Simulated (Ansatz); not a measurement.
# Rh: the cost of one run

All numbers below are computed with Ansatz 0.2.0 (DFT PBE, plane waves, PAW, scalar-relativistic, no spin polarisation).

## Step 1: The starting structure

The cell holds 12 atoms (Rh12): a = 5.374 Å, b = 5.374 Å, c = 17.388 Å, α = 90.00°, β = 90.00°, γ = 60.00°.

Structure file:

```
CELL_PARAMETERS angstrom
5.37401 0.00000 0.00000
2.68701 4.65403 0.00000
0.00000 0.00000 17.38786
ATOMIC_POSITIONS crystal
Rh 0.16667 0.16667 0.05751
Rh 0.66667 0.16667 0.05751
Rh 0.16667 0.66667 0.05751
Rh 0.66667 0.66667 0.05751
Rh 0.83333 0.33333 0.18369
Rh 0.33333 0.33333 0.18369
Rh 0.83333 0.83333 0.18369
Rh 0.33333 0.83333 0.18369
Rh 0.00000 0.00000 0.30986
Rh 0.50000 0.00000 0.30986
Rh 0.00000 0.50000 0.30986
Rh 0.50000 0.50000 0.30986
```

## Step 2: Preparing the start

input.yaml

```yaml
crystal:
  lattice:
    - [5.374012, 0.0, 0.0]
    - [2.687006, 4.654031, 0.0]
    - [0.0, 0.0, 17.387862]
  atoms:
    - { symbol: Rh, position: [0.1666667, 0.1666667, 0.0575114] }
    - { symbol: Rh, position: [0.6666667, 0.1666667, 0.0575114] }
    - { symbol: Rh, position: [0.1666667, 0.6666667, 0.0575114] }
    - { symbol: Rh, position: [0.6666667, 0.6666667, 0.0575114] }
    - { symbol: Rh, position: [-0.1666667, 0.3333333, 0.1836874] }
    - { symbol: Rh, position: [0.3333333, 0.3333333, 0.1836874] }
    - { symbol: Rh, position: [-0.1666667, 0.8333333, 0.1836874] }
    - { symbol: Rh, position: [0.3333333, 0.8333333, 0.1836874] }
    - { symbol: Rh, position: [0.0, 0.0, 0.3098634] }
    - { symbol: Rh, position: [0.5, 0.0, 0.3098634] }
    - { symbol: Rh, position: [0.0, 0.5, 0.3098634] }
    - { symbol: Rh, position: [0.5, 0.5, 0.3098634] }
basis:
  ecutwfc: 420.0
kpoints:
  mp_grid: { grid: [3, 3, 1] }
hamiltonian:
  xc: pbe
scf:
  occupations: { method: fermi_dirac, width: 0.1 }
  lower_state_search: "off"
relax:
  f_tol: 0.08
  max_steps: 25
  adjacent_minimum: "off"
  constraints: [{ sites: [0, 1, 2, 3] }]
output:
  write_density: true
  write_potential: true
  elf: true
  volumetric_format: npy
```

On the command line:

```console
> ansatz run input.yaml --threads 4 --pin off --max-ram 10240MiB --backend cpu --events-out ev --progress --plain --runs-dir out
```

**Question.** How long does this run take on 4 threads of Intel Xeon 6975P-C (Granite Rapids), shared host, and how much memory does it need?

About 7.6 s, with a peak of 1.1 GiB.
